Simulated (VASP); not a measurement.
Runs of VASP 6.6.1 on BaZrO3. Symmetry: Pm-3m, No. 221, cubic system. Conventional cell: a = 4.213 Å, b = 4.213 Å, c = 4.213 Å, α = 90.00°, β = 90.00°, γ = 90.00°. Around Ba (site symmetry m-3m) lie 12 O at 2.98 Å. Zr (site symmetry m-3m) has 6 O at 2.11 Å as nearest neighbours. Around O (site symmetry 4/mmm) lie 2 Zr at 2.11 Å. 

| task | level | cell | cutoff (eV) | gap on the mesh (eV) | pressure (GPa) | relaxed volume (Å³/atom) |
| --- | --- | --- | --- | --- | --- | --- |
| relaxation of cell and atoms | r2SCAN | relaxed | 600 | (a) | 0.0 | 14.95 |
| relaxation of cell and atoms | PBEsol | relaxed | 600 | 3.11 | 0.0 | 14.71 |
| relaxation of cell and atoms | PBE | relaxed | 600 | 3.12 | 0.0 | (c) |
| band structure | PBE | Pm-3m, 14.71 Å³/atom | 520 | 3.19 | (b) | - |

Alike in all rows: potentials or basis VASP PAW PBE potentials, release 64 (Ba_sv, Zr_sv, O); no spin polarisation; k mesh 6 × 6 × 6; smearing gaussian 0.03 eV.

Q: Estimate the missing entries.

A: (a) 3.67; (b) 5.3; (c) 15.19.

Caveats: spin-orbit coupling is left out, which moves the levels of the heavy elements; the PAW data sets were made with another functional, which shifts forces and pressure a little (some runs).

A k mesh can miss the band edges, and the runs leave out spin-orbit coupling on Ba, Zr.
